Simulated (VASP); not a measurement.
# Sb (R-3m) in VASP: single point with rev-vdW-DF2

Aim: the single point of Sb with rev-vdW-DF2.

All numbers are computed with VASP 6.6.1; they aren't measurements. Logs are shortened: lines on timing, memory, paths and dates and some standing lists are left out, and cuts for length are marked.

### 1 The structure

Symmetry: R-3m, No. 166, trigonal system. Conventional cell: a = 4.363 Å, b = 4.363 Å, c = 11.315 Å, α = 90.00°, β = 90.00°, γ = 120.00°. Sb (site symmetry 3m) has 6 Sb at 2.95 to 3.36 Å as nearest neighbours.

### 2 Single point, rev-vdW-DF2

Input file INCAR:

```
  PREC = Accurate
  ENCUT = 520
  EDIFF = 1E-6
  ISMEAR = 1
  SIGMA = 0.1
  LREAL = F
  LASPH = T
  NELM = 80
  ALGO = Normal
  ISIF = 2
  LWAVE = F
  LCHARG = F
  GGA = MK
  LUSE_VDW = T
  AGGAC = 0.0
  PARAM1 = 0.1234
  PARAM2 = 0.711357
  ZAB_VDW = -1.8867
  ICORELEVEL = 1
```

Input file KPOINTS:

```
regular mesh
0
Gamma
  9 9 14
```

Input file POSCAR:

```
Sb
1.0
    4.3625490300      0.0000000000      0.0000000000
   -2.1812754900      3.7780788400      0.0000000000
    2.1812744800      1.2593597800      3.7715460000
Sb
2
Direct
    0.5304080000      0.7652040000      0.7043880000
    0.4695920000      0.2347960000      0.2956120000
```

Potentials or basis: VASP PAW PBE potentials, release 64 (Sb).

Run with:

```
cat potpaw_PBE.64/Sb/POTCAR > POTCAR
mpirun -np 1 vasp_std > vasp.out
```

OUTCAR:

```text
PREC = Accurate
   ENCUT = 520
   EDIFF = 1E-6
   ISMEAR = 1
   LREAL = F
   LASPH = T
   NELM = 80
   ISIF = 2
   GGA = MK

 ion  position               nearest neighbor table
   1  0.530  0.765  0.704-   2 2.95   2 2.95   2 2.95   2 3.36   2 3.36   2 3.36
   2  0.470  0.235  0.296-   1 2.95   1 2.95   1 2.95   1 3.36   1 3.36   1 3.36

  LATTYP: Found a trigonal (rhomboedric) cell.
 ALAT       =     4.5352513655
 COS(alpha) =     0.5373547436

  Lattice vectors:

 A1 = (  -2.1812745500,   1.2593597800,   3.7715460000)
 A2 = (   0.0000009400,  -2.5187190600,   3.7715460000)
 A3 = (   2.1812744800,   1.2593597800,   3.7715460000)

Analysis of symmetry for initial positions (statically):
=====================================================================
 Subroutine PRICEL returns:
 Original cell was already a primitive cell.

 Routine SETGRP: Setting up the symmetry group for a
 trigonal (rhombohedral) supercell.

 Subroutine GETGRP returns: Found 12 space group operations
 (whereof 12 operations were pure point group operations)
 out of a pool of 12 trial point group operations.

The static configuration has the point symmetry D_3d.

Analysis of symmetry for dynamics (positions and initial velocities):
=====================================================================
 Subroutine PRICEL returns:
 Original cell was already a primitive cell.

 Routine SETGRP: Setting up the symmetry group for a
 trigonal (rhombohedral) supercell.

 Subroutine GETGRP returns: Found 12 space group operations
 (whereof 12 operations were pure point group operations)
 out of a pool of 12 trial point group operations.

The dynamic configuration has the point symmetry D_3d.

 Subroutine INISYM returns: Found 12 space group operations
 (whereof 12 operations are pure point group operations),
 and found     1 'primitive' translations

----------------------------------------------------------------------------------------

                                     Primitive cell

  volume of cell :      62.1628

  direct lattice vectors                    reciprocal lattice vectors
     4.362549030  0.000000000  0.000000000     0.229223785  0.132342454 -0.176762197
    -2.181275490  3.778078840  0.000000000     0.000000000  0.264684789 -0.088381098
     2.181274480  1.259359780  3.771546000     0.000000000  0.000000000  0.265143260

  length of vectors
     4.362549030  4.362549998  4.535251332     0.318281232  0.279050633  0.265143260

  position of ions in fractional coordinates (direct lattice)
     0.530408000  0.765204000  0.704388000
     0.469592000  0.234796000  0.295612000

  ion indices of the primitive-cell ions
   primitive index   ion index
                 1           1
                 2           2

----------------------------------------------------------------------------------------

 KPOINTS: regular mesh

Automatic generation of k-mesh.
 Grid dimensions read from file:
 generate k-points for:    9    9   14

 Generating k-lattice:

  Cartesian coordinates                     Fractional coordinates (reciprocal lattice)
     0.025469309  0.014704717 -0.019640244     0.111111111  0.000000000  0.000000000
     0.000000000  0.029409421 -0.009820122     0.000000000  0.111111111 -0.000000000
     0.000000000  0.000000000  0.018938804     0.000000000  0.000000000  0.071428571

  Length of vectors
     0.035364581  0.031005626  0.018938804

  Shift w.r.t. Gamma in fractional coordinates (k-lattice)
     0.000000000  0.000000000  0.000000000

 -----------------------------------------------------------------------------
|                                                                             |
|           W    W    AA    RRRRR   N    N  II  N    N   GGGG   !!!           |
|           W    W   A  A   R    R  NN   N  II  NN   N  G    G  !!!           |
|           W    W  A    A  R    R  N N  N  II  N N  N  G       !!!           |
|           W WW W  AAAAAA  RRRRR   N  N N  II  N  N N  G  GGG   !            |
|           WW  WW  A    A  R   R   N   NN  II  N   NN  G    G                |
|           W    W  A    A  R    R  N    N  II  N    N   GGGG   !!!           |
|                                                                             |
|     Your reciprocal lattice and k-lattice belong to different lattice       |
|     classes:                                                                |
|                                                                             |
|        The reciprocal lattice is rhombohedral (trigonal),                   |
|        whereas your k-lattice is base-centered monoclinic.                  |
|                                                                             |
|     Results are often still useful ...                                      |
|                                                                             |
 -----------------------------------------------------------------------------

 WARNING: IBZKPT: internal override: KBLOWUP is changed to .FALSE.
      ... skipping the blow-up phase ...

 Subroutine IBZKPT returns following result:
 ===========================================

 Found    320 irreducible k-points:

 Following reciprocal coordinates:
            Coordinates               Weight
  0.000000  0.000000  0.000000      1.000000
  0.111111 -0.000000  0.000000      2.000000
  0.222222  0.000000 -0.000000      2.000000
  0.333333  0.000000  0.000000      2.000000
  0.444444  0.000000 -0.000000      2.000000
  0.000000  0.111111  0.000000      4.000000
[... 16 lines left out ...]
  0.222222  0.444444  0.000000      4.000000
 -0.333333  0.444444  0.000000      4.000000
 [... further k-points ...]
   k-points           NKPTS =    320   k-points in BZ     NKDIM =    320   number of bands    NBANDS=      9
   number of dos      NEDOS =    301   number of ions     NIONS =      2
   total plane-waves  NPLWV =  36864
   dimension x,y,z NGX =    32 NGY =   32 NGZ =   36
   dimension x,y,z NGXF=    64 NGYF=   64 NGZF=   72
   ions per type =               2
   NGX,Y,Z   is equivalent  to a cutoff of  12.19, 12.19, 13.20 a.u.
   NGXF,Y,Z  is equivalent  to a cutoff of  24.39, 24.39, 26.39 a.u.
 SYSTEM =  unknown system
   PREC   = accura    normal or accurate (medium, high low for compatibility)
   ISTART =      0    job   : 0-new  1-cont  2-samecut
   ICHARG =      2    charge: 1-file 2-atom 10-const
   ISPIN  =      1    spin polarized calculation?
   LNONCOLLINEAR =      F non collinear calculations
   LSORBIT =      F    spin-orbit coupling
   LASPH  =      T    aspherical Exc in radial PAW
   ENCUT  =  520.0 eV  38.22 Ry    6.18 a.u.   8.11  8.11  8.43*2*pi/ulx,y,z
   NELM   =     80;   NELMIN=  2; NELMDL= -5     # of ELM steps
   EDIFF  = 0.1E-05   stopping-criterion for ELM
   LREAL  =      F    real-space projection
   EDIFFG = 0.1E-04   stopping-criterion for IOM
   NSW    =      0    number of steps for IOM
   IBRION =     -1    ionic relax: 0-MD 1-quasi-New 2-CG
   NFREE  =      0    steps in history (QN), initial steepest desc. (CG)
   ISIF   =      2    stress and relaxation
   ISYM   =      2    0-nonsym 1-usesym 2-fastsym
   POTIM  = 0.5000    time-step for ionic-motion
   TEBEG  =    0.0;   TEEND  =   0.0 temperature during run
   PSTRESS=    0.0 pullay stress
   NELECT =      10.0000    total number of electrons
   NUPDOWN=      -1.0000    fix difference up-down
   EMIN   =  10.00;   EMAX   =-10.00  energy-range for DOS
   EFERMI =   0.00;   METHOD = LEGACY
   ISMEAR =     1;   SIGMA  =   0.10  broadening in eV -4-tet -1-fermi 0-gaus
   EFERMI_NEDOS =   21; number of points for ismear=-14 and -15
   IALGO  =     38    algorithm
   IMIX   =      4    mixing-type and parameters
     AMIX     =   0.40;   BMIX     =  1.00
     AMIX_MAG =   1.60;   BMIX_MAG =  1.00
  volume/ion in A,a.u.               =      31.08       209.75
  Fermi-wavevector in a.u.,A,eV,Ry     =   0.890358  1.682532 10.785843  0.792737
  Thomas-Fermi vector in A             =   2.012038
   LORBIT       =      0    0 simple, 1 ext, 2 COOP (PROOUT), +10 PAW based schemes
   GGA     = MK    functional components
   LHFCALC =     F    Hartree Fock is set to
   AEXX    =    0.0000 exact exchange contribution
   IVDW_NL    =     1    kernel type
   BPARAM     = 6.3000
   IVDW    =     0    specifies the selected vdW correction
   LEPSILON=     F    determine dielectric tensor
   LRPA    =     F    only Hartree local field effects (RPA)
 non-spin polarized calculation
 Methfessel and Paxton  Order N= 1 SIGMA  =   0.10
  energy-cutoff  :      520.00
  volume of cell :       62.16
 maximum number of plane-waves:      1691
   NGX = 17   NGY = 17   NGZ = 17

 number of electron      10.0000000 magnetization

 Free energy of the ion-electron system (eV)
  ---------------------------------------------------
  ext. energy  EPLUGINS =         0.00000000
  ---------------------------------------------------
  free energy    TOTEN  =        -4.92790338 eV

  energy without entropy =       -4.92804959  energy(sigma->0) =       -4.92795211

 the core state eigenenergies are
   1-  1s -30286.5415  2s  -4598.4709  2p  -4126.5820  3s   -892.1796  3p   -738.4328
       3d   -504.0044  4s   -137.2231  4p    -90.1957  4d    -21.9951
   2-  1s -30286.5415  2s  -4598.4709  2p  -4126.5820  3s   -892.1796  3p   -738.4328
       3d   -504.0044  4s   -137.2231  4p    -90.1957  4d    -21.9951

 E-fermi :   6.8473     XC(G=0):  -9.4333

 val. band max:        6.8382023036   @ k =   0.0000   0.4444   0.0000
 cond. band min:       6.8778259945   @ k =   0.2222   0.0000   0.3571
 fundamental gap:      0.0396236909
 Fermi energy:         6.8473318386

 k-point     1 :       0.0000    0.0000    0.0000
  band No.  band energies     occupation
      1      -5.6477      2.00000
      2       1.8131      2.00000
      3       4.8687      2.00000
      4       5.0938      2.00000
      5       5.0938      2.00000
      6       8.9922      0.00000
      7       9.4936      0.00000
      8       9.4936      0.00000
      9      11.9239      0.00000
[... 265 lines left out ...]
 k-point    24 :      -0.3333    0.4444    0.0000
  band No.  band energies     occupation
      1      -4.1021      2.00000
      2      -1.6187      2.00000
      3       3.8800      2.00000
      4       5.3749      2.00000
      5       5.8880      2.00000
      6       7.0206     -0.03429
      7       7.3212     -0.00000
      8       9.2697      0.00000
      9      12.4179      0.00000

 [... further k-points ...]

------------------------ aborting loop because EDIFF is reached ----------------------------------------

  FORCE on cell =-STRESS in cart. coord.  units (eV):
  Direction    XX          YY          ZZ          XY          YZ          ZX
  --------------------------------------------------------------------------------------
  -------------------------------------------------------------------------------------
  Total        0.0183854      0.0183854     -0.0281467     -0.0000000     -0.0000000     -0.0000000
  in kB        0.4738628      0.4738630     -0.7254509     -0.0000001     -0.0000000     -0.0000001
  external PRESSURE =       0.0740916 kB  Pullay stress =       0.0000000 kB

 VOLUME and BASIS-vectors are now :
 -----------------------------------------------------------------------------
  energy-cutoff  :      520.00
  volume of cell :       62.16
      direct lattice vectors                 reciprocal lattice vectors
     4.362549030  0.000000000  0.000000000     0.229223785  0.132342454 -0.176762197
    -2.181275490  3.778078840  0.000000000     0.000000000  0.264684789 -0.088381098
     2.181274480  1.259359780  3.771546000     0.000000000  0.000000000  0.265143260

 POSITION                                       TOTAL-FORCE (eV/Angst)
 -----------------------------------------------------------------------------------
      2.18127      3.77808      2.65663        -0.000000     -0.000000     -0.034613
      2.18127      1.25936      1.11491         0.000000      0.000000      0.034613
 -----------------------------------------------------------------------------------
    total drift:                               -0.000000     -0.000000     -0.000000

  FREE ENERGIE OF THE ION-ELECTRON SYSTEM (eV)
  ---------------------------------------------------
  free  energy   TOTEN  =        -4.9279033794 eV

  energy  without entropy=       -4.9280495856  energy(sigma->0) =       -4.92795211

Total vdW correction in eV:      2.2375639
```

Run time: 2 min. Hardware: 1 thread of Intel Xeon Platinum 8488C (Sapphire Rapids), shared host; peak memory 0.53 GiB.

Results:

```
Free energy            : -4.9279 eV
Pressure               : 0.0 GPa
Largest force          : 0.035 eV/Å
Band gap on the k mesh : none (metal or under the smearing width)
```

Forces in eV/Å, atoms in the order of the input:
```
Sb   0.000  0.000 -0.035
Sb   0.000  0.000  0.035
```

Levels at points of the mesh, in eV from the Fermi level:
| k point | band 3 | band 4 | band 5 | band 6 | band 7 | band 8 |
| --- | --- | --- | --- | --- | --- | --- |
| (0.00, 0.00, 0.00) | -1.98 | -1.75 | -1.75 | 2.14 | 2.65 | 2.65 |
| (0.00, 0.00, 0.50) | -1.24 | -1.24 | -0.54 | 0.07 | 0.07 | 0.95 |

Core levels (eV, on the scale of the bands):
| atom | levels |
| --- | --- |
| 1 Sb | 1s -30286.5, 2s -4598.5, 2p -4126.6, 3s -892.2, 3p -738.4, 3d -504.0, 4s -137.2, 4p -90.2, 4d -22.0 |
| 2 Sb | 1s -30286.5, 2s -4598.5, 2p -4126.6, 3s -892.2, 3p -738.4, 3d -504.0, 4s -137.2, 4p -90.2, 4d -22.0 |

Caveat: the PAW data sets were made with another functional, which shifts forces and pressure a little.
